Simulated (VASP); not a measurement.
# MoSe2 in VASP: a series of runs

The runs below take MoSe2 through single point, with PBE.

Program: VASP 6.6.1. These are calculated values, not measurements. Logs are shortened: lines on timing, memory, paths and dates and some standing lists are left out, and cuts for length are marked.

**1. Starting point**

The cell holds a slab with vacuum, 12 atoms: a = 3.288 Å, b = 3.288 Å, c = 34.575 Å, α = 90.00°, β = 90.00°, γ = 120.00°.

**2. Single point, PBE**

The input, INCAR:

```
PREC = Accurate
ENCUT = 400
EDIFF = 1E-7
ISMEAR = 0
SIGMA = 0.05
LREAL = False
LASPH = True
NELM = 120
ALGO = Normal
ISIF = 2
LWAVE = False
LCHARG = False
LDIPOL = True
IDIPOL = 3
DIPOL = 0.5 0.5 0.500
GGA = PE
NBANDS = 72
LVHAR = True
LVACPOTAV = True
```

The input, KPOINTS:

```
Automatic mesh
0
Gamma
  8 8 1
```

The input, POSCAR:

```
MoSe2
1.0
    3.2879993385      0.0000000000      0.0000000000
   -1.6439996692      2.8474909548      0.0000000000
    0.0000000000      0.0000000000     34.5750000000
Se Mo
8 4
Direct
    0.3333333333      0.6666666666      0.1735357918
    0.3333333333      0.6666666666      0.2668112798
    0.6666666667      0.3333333334      0.3600867679
    0.6666666667      0.3333333334      0.4533622560
    0.3333333333      0.6666666666      0.5466377440
    0.3333333333      0.6666666666      0.6399132321
    0.6666666667      0.3333333334      0.7331887202
    0.6666666667      0.3333333334      0.8264642082
    0.6666666667      0.3333333334      0.2201735358
    0.3333333333      0.6666666666      0.4067245119
    0.6666666667      0.3333333334      0.5932754881
    0.3333333333      0.6666666666      0.7798264642
```

Potentials or basis: VASP PAW PBE potentials, release 64 (Se, Mo_sv).

Launch:

```sh
$ cat potpaw_PBE.64/Se/POTCAR potpaw_PBE.64/Mo_sv/POTCAR > POTCAR
$ mpirun -np 1 vasp_std > vasp.out
```

OUTCAR:

```text
PREC = Accurate
   ENCUT = 400
   EDIFF = 1E-7
   ISMEAR = 0
   LREAL = False
   LASPH = True
   NELM = 120
   ISIF = 2
   GGA = PE

 Found     10 irreducible k-points:

 Following reciprocal coordinates:
            Coordinates               Weight
  0.000000  0.000000  0.000000      1.000000
  0.125000  0.000000  0.000000      6.000000
  0.250000  0.000000  0.000000      6.000000
  0.375000  0.000000  0.000000      6.000000
  0.500000  0.000000  0.000000      3.000000
  0.125000  0.125000  0.000000      6.000000
   k-points           NKPTS =     10   k-points in BZ     NKDIM =     10   number of bands    NBANDS=     72
   number of dos      NEDOS =    301   number of ions     NIONS =     12
   total plane-waves  NPLWV = 138240
   dimension x,y,z NGX =    24 NGY =   24 NGZ =  240
   dimension x,y,z NGXF=    48 NGYF=   48 NGZF=  480
   ions per type =               8   4
   NGX,Y,Z   is equivalent  to a cutoff of  12.13, 12.13, 11.54 a.u.
   NGXF,Y,Z  is equivalent  to a cutoff of  24.27, 24.27, 23.08 a.u.
 SYSTEM =  unknown system
   PREC   = accura    normal or accurate (medium, high low for compatibility)
   ISTART =      0    job   : 0-new  1-cont  2-samecut
   ICHARG =      2    charge: 1-file 2-atom 10-const
   ISPIN  =      1    spin polarized calculation?
   LNONCOLLINEAR =      F non collinear calculations
   LSORBIT =      F    spin-orbit coupling
   LASPH  =      T    aspherical Exc in radial PAW
   ENCUT  =  400.0 eV  29.40 Ry    5.42 a.u.   5.36  5.36 56.38*2*pi/ulx,y,z
   NELM   =    120;   NELMIN=  2; NELMDL= -5     # of ELM steps
   EDIFF  = 0.1E-06   stopping-criterion for ELM
   LREAL  =      F    real-space projection
   EDIFFG = 0.1E-05   stopping-criterion for IOM
   NSW    =      0    number of steps for IOM
   IBRION =     -1    ionic relax: 0-MD 1-quasi-New 2-CG
   NFREE  =      0    steps in history (QN), initial steepest desc. (CG)
   ISIF   =      2    stress and relaxation
   ISYM   =      2    0-nonsym 1-usesym 2-fastsym
   POTIM  = 0.5000    time-step for ionic-motion
   TEBEG  =    0.0;   TEEND  =   0.0 temperature during run
   PSTRESS=    0.0 pullay stress
   NELECT =     104.0000    total number of electrons
   NUPDOWN=      -1.0000    fix difference up-down
   EMIN   =  10.00;   EMAX   =-10.00  energy-range for DOS
   EFERMI =   0.00;   METHOD = LEGACY
   ISMEAR =     0;   SIGMA  =   0.05  broadening in eV -4-tet -1-fermi 0-gaus
   EFERMI_NEDOS =   21; number of points for ismear=-14 and -15
   IALGO  =     38    algorithm
   IMIX   =      4    mixing-type and parameters
     AMIX     =   0.40;   BMIX     =  1.00
     AMIX_MAG =   1.60;   BMIX_MAG =  1.00
  volume/ion in A,a.u.               =      26.98       182.04
  Fermi-wavevector in a.u.,A,eV,Ry     =   1.121245  2.118846 17.105113  1.257190
  Thomas-Fermi vector in A             =   2.257897
   LORBIT       =      0    0 simple, 1 ext, 2 COOP (PROOUT), +10 PAW based schemes
   GGA     = PE    functional components
   LHFCALC =     F    Hartree Fock is set to
   AEXX    =    0.0000 exact exchange contribution
   IVDW    =     0    specifies the selected vdW correction
   LEPSILON=     F    determine dielectric tensor
   LRPA    =     F    only Hartree local field effects (RPA)
 non-spin polarized calculation
 Gauss-broadening in eV      SIGMA  =   0.05
  energy-cutoff  :      400.00
  volume of cell :      323.71
 maximum number of plane-waves:      5993
 NGX is ok and might be reduce to    24
   NGX = 11   NGY = 11   NGZ =113

 number of electron     104.0000002 magnetization

 dipolmoment           0.000000      0.000000      0.000000 electrons x Angstroem

 Free energy of the ion-electron system (eV)
  ---------------------------------------------------
  ext. energy  EPLUGINS =         0.00000000
  ---------------------------------------------------
  free energy    TOTEN  =       -79.47154618 eV

  energy without entropy =      -79.47154618  energy(sigma->0) =      -79.47154618

 E-fermi :   4.0484     XC(G=0):  -8.2316

 val. band max:        3.6422690526   @ k =   0.0000   0.0000   0.0000
 cond. band min:       4.6818779590   @ k =   0.2500   0.1250   0.0000
 fundamental gap:      1.0396089064
 Fermi energy:         4.0484406206

 k-point     1 :       0.0000    0.0000    0.0000
  band No.  band energies     occupation
      1     -57.6055      2.00000
      2     -57.6055      2.00000
      3     -57.6032      2.00000
      4     -57.6032      2.00000
      5     -31.7885      2.00000
      6     -31.7883      2.00000
[... 56 lines left out ...]
     63       6.4549      0.00000
     64       6.4549      0.00000

 k-point     2 :       0.1250    0.0000    0.0000
  band No.  band energies     occupation
      1     -57.6018      2.00000
      2     -57.6018      2.00000
      3     -57.5994      2.00000
      4     -57.5994      2.00000
      5     -31.7795      2.00000
      6     -31.7794      2.00000
[... 257 lines left out ...]
     63       7.0489      0.00000
     64       7.2923      0.00000

 k-point     6 :       0.1250    0.1250    0.0000
  band No.  band energies     occupation
      1     -57.5955      2.00000
      2     -57.5955      2.00000
      3     -57.5931      2.00000
      4     -57.5931      2.00000
      5     -31.7642      2.00000
      6     -31.7640      2.00000
[... 56 lines left out ...]
     63       5.8472      0.00000
     64       5.8770      0.00000

 [... further k-points ...]

 [bands above 64 left out]

------------------------ aborting loop because EDIFF is reached ----------------------------------------

  FORCE on cell =-STRESS in cart. coord.  units (eV):
  Direction    XX          YY          ZZ          XY          YZ          ZX
  --------------------------------------------------------------------------------------
  -------------------------------------------------------------------------------------
  Total        9.2222847      9.2222847     17.1187787      0.0000000     -0.0000000      0.0000000
  in kB       45.6449615     45.6449615     84.7280278      0.0000000     -0.0000000      0.0000000
  external PRESSURE =      58.6726503 kB  Pullay stress =       0.0000000 kB

 VOLUME and BASIS-vectors are now :
 -----------------------------------------------------------------------------
  energy-cutoff  :      400.00
  volume of cell :      323.71
      direct lattice vectors                 reciprocal lattice vectors
     3.287999339  0.000000000  0.000000000     0.304136314  0.175593183  0.000000000
    -1.643999669  2.847490955  0.000000000     0.000000000  0.351186366  0.000000000
     0.000000000  0.000000000 34.575000000     0.000000000  0.000000000  0.028922632

 POSITION                                       TOTAL-FORCE (eV/Angst)
 -----------------------------------------------------------------------------------
      0.00000      1.89833      6.00000        -0.000000      0.000000     -1.238576
      0.00000      1.89833      9.22500        -0.000000     -0.000000      1.150003
      1.64400      0.94916     12.45000         0.000000     -0.000000     -1.148076
      1.64400      0.94916     15.67500        -0.000000     -0.000000      1.147810
      0.00000      1.89833     18.90000         0.000000     -0.000000     -1.147810
      0.00000      1.89833     22.12500        -0.000000      0.000000      1.148076
      1.64400      0.94916     25.35000         0.000000      0.000000     -1.150003
      1.64400      0.94916     28.57500         0.000000     -0.000000      1.238576
      1.64400      0.94916      7.61250         0.000000      0.000000     -0.040013
      0.00000      1.89833     14.06250         0.000000      0.000000     -0.000138
      1.64400      0.94916     20.51250        -0.000000      0.000000      0.000138
      0.00000      1.89833     26.96250        -0.000000     -0.000000      0.040013
 -----------------------------------------------------------------------------------
    total drift:                                0.000000     -0.000000      0.000000

  FREE ENERGIE OF THE ION-ELECTRON SYSTEM (eV)
  ---------------------------------------------------
  free  energy   TOTEN  =       -79.4715461844 eV

  energy  without entropy=      -79.4715461844  energy(sigma->0) =      -79.47154618

 vacuum level on the upper side and lower side of the slab         8.539         8.539
```

stdout:

```text
POSCAR found type information on POSCAR SeMo
 POSCAR found :  2 types and      12 ions
 scaLAPACK will be used
 LDA part: xc-table for (Slater+PW92), standard interpolation
 POSCAR, INCAR and KPOINTS ok, starting setup
 FFT: planning ... GRIDC
 FFT: planning ... GRID_SOFT
 FFT: planning ... GRID
 WAVECAR not read
 entering main loop
 -----------------------------------------------------------------------------
|                                                                             |
|           W    W    AA    RRRRR   N    N  II  N    N   GGGG   !!!           |
|           W    W   A  A   R    R  NN   N  II  NN   N  G    G  !!!           |
|           W    W  A    A  R    R  N N  N  II  N N  N  G       !!!           |
|           W WW W  AAAAAA  RRRRR   N  N N  II  N  N N  G  GGG   !            |
|           WW  WW  A    A  R   R   N   NN  II  N   NN  G    G                |
|           W    W  A    A  R    R  N    N  II  N    N   GGGG   !!!           |
|                                                                             |
|     Did not find any points to average over, which means that no vacuum     |
|     field-free region was found. Please increase the size of  your cell     |
|     in the dimension of the dipole correction to obtain accurate            |
|     workfunction values.                                                    |
|                                                                             |
 -----------------------------------------------------------------------------
```

Run time: 5.9 min. Hardware: 1 thread of Intel Xeon Platinum 8259CL at 2.50GHz (Skylake/Cascade Lake), shared host; peak memory 0.39 GiB.

The run converged, but some of its settings lie outside the range that counts as converged, so its numbers aren't taken as properties of the slab.

What came out:

| Quantity | Value |
| --- | --- |
| Free energy | -79.4715 eV |
| Largest force | 1.239 eV/Å |
| Band gap on the k mesh | 1.04 eV, indirect (least direct gap 1.66 eV) |
| Ionisation potential of the upper face | 4.90 eV |

Caveat: the cell's inner coordinates are idealised or old, which leaves forces on the atoms.

[end of part 1 of 2]
